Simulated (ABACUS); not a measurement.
Runs of ABACUS 3.10.1 on BN. It takes space group F-43m (No. 216, cubic). Conventional cell: a = 3.626 Å, b = 3.626 Å, c = 3.626 Å, α = 90.00°, β = 90.00°, γ = 90.00°. N (site symmetry -43m) has 4 B at 1.57 Å as nearest neighbours. Around B (site symmetry -43m) lie 4 N at 1.57 Å. The cell is a database's computed one.

```csv
task,level,potentials or basis,cell,k mesh,cutoff (eV),optimiser,force threshold,max steps,cell moves,gap on the mesh (eV),pressure (GPa)
single point,PW91,"GBRV ultrasoft 1.5 PBE, plane waves",as given,10 × 10 × 10,544,-,-,-,-,4.51,(b)
relaxation of cell and atoms,SCAN,"SG15 ONCV 1.2 PBE, plane waves",relaxed,8 × 8 × 8,1320,ASE FIRE,0.02 eV/Å,60,yes,(a),0.2
single point,M06-L,"SG15 ONCV 1.2 PBE, plane waves",as given,8 × 8 × 8,1320,-,-,-,-,4.82,-5.3
single point,AM05,"PseudoDojo NC SR 0.4.1 PBEsol standard, plane waves",as given,10 × 10 × 10,1143,-,-,-,-,4.33,-6.7
```

Alike in all rows: no spin polarisation; smearing fermi-dirac 0.05 eV.

Estimate the missing entries.

(a) 4.97; (b) -0.6.

Caveats: the potentials were made for another functional, which shifts forces and pressure.

A k mesh can miss the band edges.

Not every run made on this cell is shown here.
